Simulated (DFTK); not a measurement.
Runs of DFTK 0.8.2 on KTaO3. The structure is cubic, space group Pm-3m (No. 221). The conventional cell has a = 3.988 Å, b = 3.988 Å, c = 3.988 Å, α = 90.00°, β = 90.00°, γ = 90.00°. Ta (site symmetry m-3m) is surrounded by 6 O at 1.99 Å. Around K (site symmetry m-3m) lie 12 O at 2.82 Å. Around O (site symmetry 4/mmm) lie 2 Ta at 1.99 Å. 

```tsv
task	level	potentials or basis	k mesh	cutoff (eV)	valence electrons	SCF solver	gap on the mesh (eV)	pressure (GPa)
band structure	TASK	in-house norm-conserving set (r2SCAN, scalar relativistic)	4 × 4 × 4	1279	K 9, O 6, Ta 13	-	3.13	10.4
band structure	r2SCAN	in-house norm-conserving set (r2SCAN, scalar relativistic)	4 × 4 × 4	1279	K 9, O 6, Ta 13	-	(a)	(b)
band structure	BJ06	SG15 1.2 (PBE)	4 × 4 × 4	1225	K 9, O 6, Ta 27	ScfAndersonSolver	2.78	-
band structure	PBEsol	SPMS 1.0 (PBE)	7 × 7 × 7	816	K 9, O 6, Ta 13	-	2.20	-
```

Alike in all rows: no spin polarisation; cell as given; smearing fermi-dirac 0.05 eV.

Question: Fill in the values left out.

Answer: (a) 2.62; (b) 0.8.

Caveats: spin-orbit coupling is left out, which moves the levels of the heavy elements; the potentials were made for another functional, which shifts forces and pressure (some runs); the program warned that the kinetic-energy density falls under its von Weizsäcker bound, which can give unphysical results (some runs); the program leaves the constant c of mgga_x_tb09 at 1, so the potential is Becke-Johnson's (BJ06) and not Tran and Blaha's, with levels but no total energy (some runs).

A k mesh can miss the band edges, and the runs leave out spin-orbit coupling on Ta.

Runs at the PBE level aren't shown here.
